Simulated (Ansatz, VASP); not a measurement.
# BAs: VASP beside Ansatz

One calculation is typed for both programs; each brings its own data sets. How far apart do they land? The cell is taken from a series of runs on this material, whose earlier steps may have relaxed, scaled, displaced or heated it; both programs get it as it stands.

Method: plane waves, with VASP 6.6.1 beside it; zone-centre phonons at LDA, in Ansatz 0.2.0.

## 1. Set-up

Symmetry: I-4m2, No. 119, tetragonal system. Conventional cell: a = 3.413 Å, b = 3.413 Å, c = 4.682 Å, α = 90.00°, β = 90.00°, γ = 90.00°. Nearest to B lie 4 As at 2.07 Å. Nearest to As lie 4 B at 2.07 Å. Farther neighbours are not listed.

Coordinates:

```xyz
2
Lattice="0.0000 2.4131 2.3411 2.4131 0.0000 2.3411 2.4131 2.4131 0.0000" Properties=species:S:1:pos:R:3 pbc="T T T"
B     0.0000    0.0000    0.0000
As    3.6197    3.6197    3.5116
```

## 2. VASP: zone-centre phonons, LDA

Second derivatives magnify differences that forces hide, and they need a tight electronic threshold.

Lines of VASP's logs that name or quote its potential files are left out, and so is its time.

INCAR reads:

```
SYSTEM = BAs
PREC = Accurate
ENCUT = 500
EDIFF = 1E-08
NELM = 120
ISMEAR = 0
SIGMA = 0.01
LREAL = .FALSE.
ALGO = Normal
GGA = CA
NBANDS = 10
LORBIT = 11
LWAVE = .FALSE.
LCHARG = .FALSE.
ISIF = 2
IBRION = 8
LEPSILON = .TRUE.
LASPH = .TRUE.
GGA_COMPAT = .FALSE.
EFERMI = MIDGAP
KPAR = 2
```

POSCAR reads:

```
BAs
1.0
    0.0000000000      2.4131475627      2.3410919966
    2.4131475627      0.0000000000      2.3410919966
    2.4131475627      2.4131475627      0.0000000000
B As
1 1
Direct
    0.0000000000      0.0000000000      0.0000000000
    0.7500000000      0.7500000000      0.7500000000
```

KPOINTS reads:

```
Automatic mesh
0
Gamma
12 12 12
0 0 0
```

PAW data sets: B and As (LDA family, release 64).

Run with:

```bash
$ mpirun -np 2 vasp_std
```

Numbers of over 12 decimals in the logs are rounded to 6 here.

Log:

```text
[banner, memory and clock lines left out]
running    2 mpi-ranks, on    1 nodes
 distrk:  each k-point on    1 cores,    2 groups
 distr:  one band on    1 cores,    1 groups

 POSCAR found type information on POSCAR B As
 POSCAR found :  2 types and       2 ions
 LDA part: xc-table for (Slater(with rela. corr.)+CA(PZ))
 , standard interpolation
 POSCAR, INCAR and KPOINTS ok, starting setup
 FFT: planning ... GRIDC
 FFT: planning ... GRID_SOFT
 FFT: planning ... GRID
 WAVECAR not read
 entering main loop
       N       E                     dE             d eps       ncg     rms          rms(c)
DAV:   1     0.103127675570E+02    0.10313E+02   -0.37058E+03  3268   0.681E+02
DAV:   2    -0.129833961938E+02   -0.23296E+02   -0.22213E+02  4588   0.104E+02
DAV:   3    -0.136283502021E+02   -0.64495E+00   -0.64376E+00  3884   0.173E+01
DAV:   4    -0.136302305847E+02   -0.18804E-02   -0.18803E-02  3974   0.104E+00
DAV:   5    -0.136302336528E+02   -0.30681E-05   -0.30680E-05  3818   0.418E-02    0.501E+00
DAV:   6    -0.130023222954E+02    0.62791E+00   -0.17466E+00  3508   0.571E+00    0.237E+00
DAV:   7    -0.129233210203E+02    0.79001E-01   -0.19271E-01  3946   0.236E+00    0.887E-01
DAV:   8    -0.129101910969E+02    0.13130E-01   -0.24334E-02  3548   0.864E-01    0.101E-01
DAV:   9    -0.129102146635E+02   -0.23567E-04   -0.72114E-04  3770   0.178E-01    0.564E-02
DAV:  10    -0.129102214441E+02   -0.67806E-05   -0.85676E-05  3546   0.556E-02    0.137E-02
DAV:  11    -0.129102228148E+02   -0.13707E-05   -0.14810E-06  3920   0.918E-03    0.123E-02
DAV:  12    -0.129102226569E+02    0.15787E-06   -0.82155E-07  3592   0.399E-03    0.274E-03
DAV:  13    -0.129102226593E+02   -0.24165E-08   -0.30639E-08  3788   0.128E-03
   1 F= -.12910223E+02 E0= -.12910223E+02  d E =0.000000E+00
 Linear response reoptimize wavefunctions to high precision
DAV:   1    -0.129102226586E+02    0.71316E-09   -0.56463E-09  3612   0.348E-04
DAV:   2    -0.129102226586E+02   -0.14779E-10   -0.13565E-10  2070   0.974E-05
 Linear response G [H, r] |phi>, progress :
  Direction:   1
       N       E                     dE             d eps       ncg     rms
RMM:   1    -0.438866683152E+02   -0.43887E+02   -0.33873E+01  8320   0.451E+01
RMM:   2    -0.345696026823E+02    0.93171E+01   -0.27401E+00  5359   0.108E+01
RMM:   3    -0.345736142621E+02   -0.40116E-02   -0.11160E-02  5629   0.911E-01
RMM:   4    -0.345748728375E+02   -0.12586E-02    0.11572E-03  5779   0.101E-01
RMM:   5    -0.345750022491E+02   -0.12941E-03    0.13608E-04  5778   0.122E-02
RMM:   6    -0.345750150373E+02   -0.12788E-04    0.13366E-05  5813   0.202E-03
RMM:   7    -0.345750164453E+02   -0.14081E-05   -0.67216E-07  5353   0.658E-04
RMM:   8    -0.345750165377E+02   -0.92329E-07   -0.20149E-06  4896   0.491E-04
RMM:   9    -0.345750165387E+02   -0.99570E-09   -0.43448E-06  4454   0.474E-04
RMM:  10    -0.345750164856E+02    0.53107E-07   -0.70090E-06  3939   0.474E-04
RMM:  11    -0.345750163252E+02    0.16033E-06   -0.46848E-06  3536   0.475E-04
 Linear response G [H, r] |phi>, progress :
  Direction:   2
       N       E                     dE             d eps       ncg     rms
RMM:   1    -0.358676535526E+02   -0.35868E+02    0.11377E+01  8182   0.428E+01
RMM:   2    -0.300545677463E+02    0.58131E+01   -0.20466E+00  5332   0.960E+00
RMM:   3    -0.300638843999E+02   -0.93167E-02   -0.81065E-03  5685   0.807E-01
RMM:   4    -0.300650239527E+02   -0.11396E-02    0.10181E-03  5809   0.903E-02
RMM:   5    -0.300651379513E+02   -0.11400E-03    0.12239E-04  5833   0.112E-02
RMM:   6    -0.300651494497E+02   -0.11498E-04    0.12336E-05  5802   0.190E-03
RMM:   7    -0.300651506434E+02   -0.11937E-05    0.81127E-07  5278   0.637E-04
RMM:   8    -0.300651507871E+02   -0.14369E-06    0.89634E-09  4845   0.479E-04
RMM:   9    -0.300651507844E+02    0.27367E-08    0.63608E-07  4466   0.463E-04
RMM:  10    -0.300651507824E+02    0.19821E-08    0.40132E-06  4064   0.463E-04
RMM:  11    -0.300651507824E+02   -0.56559E-11    0.15182E-06  3573   0.463E-04
 Linear response G [H, r] |phi>, progress :
  Direction:   3
       N       E                     dE             d eps       ncg     rms
RMM:   1    -0.391310273194E+02   -0.39131E+02    0.13471E+00  8078   0.442E+01
RMM:   2    -0.323192646864E+02    0.68118E+01   -0.24660E+00  5318   0.103E+01
RMM:   3    -0.323233979513E+02   -0.41333E-02   -0.23238E-02  5648   0.864E-01
RMM:   4    -0.323234060732E+02   -0.81219E-05   -0.23464E-04  5775   0.971E-02
RMM:   5    -0.323234102387E+02   -0.41655E-05   -0.11716E-06  5761   0.118E-02
RMM:   6    -0.323234106282E+02   -0.38949E-06    0.66243E-07  5741   0.191E-03
RMM:   7    -0.323234106589E+02   -0.30746E-07    0.30173E-06  5247   0.565E-04
RMM:   8    -0.323234107328E+02   -0.73911E-07    0.33683E-05  4753   0.397E-04
RMM:   9    -0.323234107263E+02    0.65666E-08    0.92060E-05  4302   0.379E-04
RMM:  10    -0.323234106630E+02    0.63249E-07    0.61250E-05  3864   0.380E-04
[...]
RMM:   3    -0.599231606305E+00   -0.24782E-04   -0.34863E-05  5576   0.259E-02
RMM:   4    -0.599231837001E+00   -0.23070E-06   -0.26003E-07  5593   0.225E-03
RMM:   5    -0.599231838335E+00   -0.13337E-08   -0.35335E-09  5169   0.232E-04
 change of polarisation eV/A/(eV/A) component  2 :     0.495     1.198    -0.308
[...]
change of polarisation eV/A/(eV/A) component  2 :     0.255     1.350     0.018
 dielectric tensor                  component  2 :     1.692     9.962     0.122
 Linear response to external field, progress :
  Direction:   3
       N       E                     dE             d eps       ncg     rms          rms(c)
RMM:   1    -0.652104214744E+00   -0.65210E+00   -0.29297E+00 12602   0.297E+00
RMM:   2    -0.667943414377E+00   -0.15839E-01   -0.68923E-03  9263   0.412E-01    0.124E+00
RMM:   3    -0.653095908854E+00    0.14848E-01   -0.62523E-03  9435   0.451E-01    0.716E-01
RMM:   4    -0.675007912396E+00   -0.21912E-01   -0.81753E-03  9257   0.533E-01    0.739E-02
RMM:   5    -0.678396435192E+00   -0.33885E-02   -0.13450E-04  9550   0.731E-02    0.892E-03
RMM:   6    -0.678520835641E+00   -0.12440E-03   -0.88946E-07  9738   0.694E-03    0.465E-03
RMM:   7    -0.678589766621E+00   -0.68931E-04   -0.16597E-07  9708   0.301E-03    0.295E-04
RMM:   8    -0.678598487613E+00   -0.87210E-05   -0.35449E-09 10104   0.273E-04    0.115E-04
RMM:   9    -0.678595336934E+00    0.31507E-05   -0.70654E-09  8889   0.105E-04    0.263E-05
RMM:  10    -0.678595544996E+00   -0.20806E-06   -0.68736E-11  5640   0.289E-05    0.418E-06
 change of polarisation eV/A/(eV/A) component  3 :     0.462     0.105     1.274
 dielectric tensor                  component  3 :     3.067     0.700     9.452
 Linear response DOF=           4
 Linear response progress:
  Degree of freedom:   1/  4
       N       E                     dE             d eps       ncg     rms          rms(c)
RMM:   1    -0.434926970261E-01   -0.43493E-01    0.90636E-04 22913   0.109E+00
RMM:   2    -0.404276838924E-01    0.30650E-02   -0.11468E-03 14948   0.219E-01    0.990E-02
RMM:   3    -0.404737582818E-01   -0.46074E-04   -0.13559E-04 15817   0.661E-02    0.520E-02
RMM:   4    -0.407462509620E-01   -0.27249E-03   -0.12128E-04 15481   0.611E-02    0.740E-03
RMM:   5    -0.407228992929E-01    0.23352E-04   -0.70959E-07 16471   0.683E-03    0.675E-04
RMM:   6    -0.407206734583E-01    0.22258E-05   -0.10408E-08 16378   0.535E-04    0.271E-04
RMM:   7    -0.407200649322E-01    0.60853E-06   -0.43099E-09 16718   0.238E-04    0.459E-05
RMM:   8    -0.407201721109E-01   -0.10718E-06   -0.18460E-09 17025   0.522E-05    0.124E-05
RMM:   9    -0.407201305185E-01    0.41592E-07   -0.12422E-09 17373   0.328E-05    0.178E-06
RMM:  10    -0.407201313094E-01   -0.79087E-09   -0.16725E-09 15831   0.238E-05    0.374E-07
 first order change of Fermi-energy   0.17899E-04
 force on displaced ion       1 direction 1 : -16.203   0.000  -0.000
 Born effective charge ion    1 direction 1 :  -0.480   0.000   0.000
 Linear response progress:
  Degree of freedom:   2/  4
       N       E                     dE             d eps       ncg     rms          rms(c)
RMM:   1    -0.429576995207E-01   -0.42958E-01    0.14902E-03 13077   0.108E+00
RMM:   2    -0.403565822166E-01    0.26011E-02   -0.10583E-03  8778   0.210E-01    0.966E-02
RMM:   3    -0.404029465342E-01   -0.46364E-04   -0.12368E-04  9204   0.638E-02    0.508E-02
RMM:   4    -0.406647624948E-01   -0.26182E-03   -0.10959E-04  9075   0.586E-02    0.756E-03
RMM:   5    -0.406434405554E-01    0.21322E-04   -0.71698E-07  9562   0.683E-03    0.715E-04
RMM:   6    -0.406410813860E-01    0.23592E-05   -0.33388E-09  9560   0.576E-04    0.264E-04
RMM:   7    -0.406402321464E-01    0.84924E-06    0.32635E-10  9707   0.280E-04    0.483E-05
RMM:   8    -0.406403200990E-01   -0.87953E-07    0.22518E-09  9946   0.517E-05    0.123E-05
RMM:   9    -0.406402779315E-01    0.42167E-07    0.15211E-09 10099   0.286E-05    0.183E-06
RMM:  10    -0.406402795194E-01   -0.15878E-08    0.96081E-10  9089   0.200E-05    0.676E-07
 first order change of Fermi-energy   0.42992E-03
 force on displaced ion       1 direction 3 :   0.000   0.000 -16.300
 Born effective charge ion    1 direction 3 :   0.000   0.000  -0.524
 Linear response progress:
  Degree of freedom:   3/  4
       N       E                     dE             d eps       ncg     rms          rms(c)
RMM:   1    -0.404750667361E-01   -0.40475E-01    0.30088E-02 23293   0.116E+00
RMM:   2    -0.380131137521E-01    0.24620E-02   -0.94943E-04 15153   0.219E-01    0.976E-02
RMM:   3    -0.378940272747E-01    0.11909E-03   -0.15864E-05 16254   0.272E-02    0.570E-02
RMM:   4    -0.379174321298E-01   -0.23405E-04   -0.19399E-05 16067   0.301E-02    0.317E-03
RMM:   5    -0.379126288423E-01    0.48033E-05   -0.55912E-08 16790   0.268E-03    0.835E-04
RMM:   6    -0.379094164536E-01    0.32124E-05    0.34940E-10 16722   0.482E-04    0.142E-04
RMM:   7    -0.379086703657E-01    0.74609E-06   -0.42459E-09 17209   0.109E-04    0.418E-05
RMM:   8    -0.379086104628E-01    0.59903E-07   -0.53869E-09 17286   0.402E-05    0.157E-05
RMM:   9    -0.379086504587E-01   -0.39996E-07   -0.77781E-09 17635   0.291E-05    0.647E-07
RMM:  10    -0.379086541503E-01   -0.36916E-08   -0.64119E-09 13051   0.243E-05    0.285E-07
 first order change of Fermi-energy   0.39831E-04
 force on displaced ion       2 direction 1 : -16.201   0.000   0.000
 Born effective charge ion    2 direction 1 :   0.475   0.000   0.000
 Linear response progress:
  Degree of freedom:   4/  4
       N       E                     dE             d eps       ncg     rms          rms(c)
RMM:   1    -0.396796120693E-01   -0.39680E-01    0.31975E-02 13331   0.114E+00
RMM:   2    -0.378071007534E-01    0.18725E-02   -0.88353E-04  8945   0.211E-01    0.939E-02
RMM:   3    -0.376771612921E-01    0.12994E-03   -0.17160E-05  9535   0.270E-02    0.550E-02
RMM:   4    -0.376788209589E-01   -0.16597E-05   -0.21438E-05  9367   0.303E-02    0.311E-03
RMM:   5    -0.376769247272E-01    0.18962E-05   -0.12062E-07  9747   0.283E-03    0.776E-04
RMM:   6    -0.376747844994E-01    0.21402E-05    0.30273E-09  9614   0.515E-04    0.153E-04
RMM:   7    -0.376736917298E-01    0.10928E-05    0.61547E-09 10007   0.138E-04    0.348E-05
RMM:   8    -0.376735649504E-01    0.12678E-06    0.48867E-09  9950   0.504E-05    0.130E-05
RMM:   9    -0.376736138363E-01   -0.48886E-07    0.54261E-09 10234   0.332E-05    0.120E-06
RMM:  10    -0.376736159109E-01   -0.20746E-08    0.67976E-09  8132   0.290E-05    0.280E-07
 first order change of Fermi-energy   0.24161E-03
 force on displaced ion       2 direction 3 :   0.000   0.000 -16.299
 Born effective charge ion    2 direction 3 :   0.000   0.000   0.518
 Born effective charges drift removed
 Linear response finished
```

OUTCAR, selected parts (step 2):

```text
ion  position               nearest neighbor table
   1  0.000  0.000  0.000-   2 2.07   2 2.07   2 2.07   2 2.07
   2  0.750  0.750  0.750-   1 2.07   1 2.07   1 2.07   1 2.07

  LATTYP: Found a body centered tetragonal cell.
 ALAT       =     3.4127060112
 C/A-ratio  =     1.3719857432

 Subroutine GETGRP returns: Found  8 space group operations
 (whereof  8 operations were pure point group operations)

The static configuration has the point symmetry D_2d.

 Found    163 irreducible k-points:

   k-points           NKPTS =    163   k-points in BZ     NKDIM =    163   number of bands    NBANDS=     10

   dimension x,y,z NGX =    28 NGY =   28 NGZ =   28
   dimension x,y,z NGXF=    56 NGYF=   56 NGZF=   56

   ENCUT  =  500.0 eV  36.75 Ry    6.06 a.u.   6.13  6.13  6.22*2*pi/ulx,y,z

   NELECT =       8.0000    total number of electrons

 k-points in reciprocal lattice and weights: Automatic mesh
   0.00000000  0.00000000  0.00000000       0.001
   0.08333333  0.00000000  0.00000000       0.005
   0.16666667  0.00000000  0.00000000       0.005
   0.25000000  0.00000000  0.00000000       0.005
   0.33333333  0.00000000  0.00000000       0.005
   0.41666667  0.00000000  0.00000000       0.005
   0.50000000  0.00000000  0.00000000       0.002
   0.08333333  0.08333333  0.00000000       0.001
   0.16666667  0.08333333  0.00000000       0.005
[...]
-0.33333333  0.16666667  0.50000000       0.002
  -0.25000000  0.25000000  0.50000000       0.001

 average (electrostatic) potential at core
       1 -31.9594       2 -52.0002

  Total       -0.8773340     -0.8773340      0.1437191      0.0000000      0.0000000      0.0000000
  in kB      -51.5536382    -51.5536382      8.4451759      0.0000000      0.0000000      0.0000000
  external PRESSURE =     -31.5540335 kB  Pullay stress =       0.0000000 kB

  energy-cutoff  :      500.00
  volume of cell :       27.27
      direct lattice vectors                 reciprocal lattice vectors
     0.000000000  2.413147563  2.341091997    -0.207198270  0.207198270  0.213575545
     2.413147563  0.000000000  2.341091997     0.207198270 -0.207198270  0.213575545
     2.413147563  2.413147563  0.000000000     0.207198270  0.207198270 -0.213575545

 POSITION                                       TOTAL-FORCE (eV/Angst)
 -----------------------------------------------------------------------------------
      0.00000      0.00000      0.00000        -0.000000      0.000000      0.000000
      3.61972      3.61972      3.51164         0.000000     -0.000000     -0.000000
 -----------------------------------------------------------------------------------
    total drift:                                0.000000      0.000000      0.000000

 MACROSCOPIC STATIC DIELECTRIC TENSOR (including local field effects in DFT)
 ------------------------------------------------------
           9.962420     0.000000     0.000000
          -0.000000     9.962420    -0.000000
           0.000000    -0.000000     9.452281
 ------------------------------------------------------

 PIEZOELECTRIC TENSOR (including local field effects)  for field in x, y, z        (C/m^2)
          XX          YY          ZZ          XY          YZ          ZX
  --------------------------------------------------------------------------------
  x     0.00000     0.00000     0.00000     0.00000    -0.07294     0.00000
  y     0.00000     0.00000     0.00000     0.00000     0.00000    -0.07294
  z     0.00000     0.00000     0.00000    -0.10607     0.00000     0.00000

 BORN EFFECTIVE CHARGES (including local field effects) (in |e|, cummulative output)
 ---------------------------------------------------------------------------------
 ion    1
    1    -0.47593     0.00000     0.00000
    2     0.00000    -0.47593     0.00000
    3     0.00000     0.00000    -0.52058
 ion    2
    1     0.47593     0.00000     0.00000
    2    -0.00000     0.47593     0.00000
    3     0.00000     0.00000     0.52058

 Eigenvectors and eigenvalues of the dynamical matrix
 ----------------------------------------------------

   1 f  =   20.534043 THz   129.019196 2PiTHz  684.941940 cm-1    84.921939 meV
             X         Y         Z           dx          dy          dz
      0.000000  0.000000  0.000000     0.000000    0.000000    0.934826
      3.619721  3.619721  3.511638     0.000000    0.000000   -0.355106

   2 f  =   20.473154 THz   128.636618 2PiTHz  682.910897 cm-1    84.670122 meV
             X         Y         Z           dx          dy          dz
      0.000000  0.000000  0.000000     0.934836    0.000000    0.000000
      3.619721  3.619721  3.511638    -0.355080    0.000000    0.000000

   3 f  =   20.473154 THz   128.636618 2PiTHz  682.910897 cm-1    84.670122 meV
             X         Y         Z           dx          dy          dz
      0.000000  0.000000  0.000000     0.000000    0.934836    0.000000
      3.619721  3.619721  3.511638     0.000000   -0.355080    0.000000

   4 f/i=    0.000009 THz     0.000054 2PiTHz    0.000285 cm-1     0.000035 meV
             X         Y         Z           dx          dy          dz
      0.000000  0.000000  0.000000     0.000000    0.000000   -0.355106
      3.619721  3.619721  3.511638     0.000000    0.000000   -0.934826

   5 f/i=    0.000584 THz     0.003668 2PiTHz    0.019471 cm-1     0.002414 meV
             X         Y         Z           dx          dy          dz
      0.000000  0.000000  0.000000     0.000000   -0.355080    0.000000
      3.619721  3.619721  3.511638     0.000000   -0.934836    0.000000

   6 f/i=    0.000584 THz     0.003668 2PiTHz    0.019471 cm-1     0.002414 meV
             X         Y         Z           dx          dy          dz
      0.000000  0.000000  0.000000    -0.355080    0.000000    0.000000
      3.619721  3.619721  3.511638    -0.934836    0.000000    0.000000

 MACROSCOPIC STATIC DIELECTRIC TENSOR IONIC CONTRIBUTION
 ------------------------------------------------------
           0.092785    -0.000000     0.000000
          -0.000000     0.092785     0.000000
           0.000000     0.000000     0.110345
 ------------------------------------------------------

 ELASTIC MODULI CONTR FROM IONIC RELAXATION (kBar)
 Direction    XX          YY          ZZ          XY          YZ          ZX
 --------------------------------------------------------------------------------
 XX           0.0000      0.0000      0.0000      0.0000      0.0000      0.0000
 YY           0.0000      0.0000      0.0000      0.0000      0.0000      0.0000
 ZZ           0.0000      0.0000      0.0000      0.0000      0.0000      0.0000
 XY           0.0000      0.0000      0.0000   -167.3799      0.0000      0.0000
 YZ           0.0000      0.0000      0.0000      0.0000   -150.4269      0.0000
 ZX           0.0000      0.0000      0.0000      0.0000      0.0000   -144.5686
 --------------------------------------------------------------------------------

 PIEZOELECTRIC TENSOR IONIC CONTR  for field in x, y, z        (C/m^2)
          XX          YY          ZZ          XY          YZ          ZX
  --------------------------------------------------------------------------------
  x     0.00000     0.00000     0.00000     0.00000     0.11117     0.00000
  y     0.00000     0.00000     0.00000     0.00000    -0.00000     0.10898
  z     0.00000     0.00000     0.00000     0.12788     0.00000     0.00000
```

[end of part 1 of 2]

[Lines on the potential files, build, host, timing and source positions are cut from VASP's logs without a mark.]

[Logs are printed without paths, hosts, clocks, repeated set-up lines and the standing remarks that a program may print on its own settings, such as how far it seeks lower states.]

[Hosts, paths, dates, database ids (printed as entryN), source tags and the programs' standing remarks are cut or masked in the printed files.]
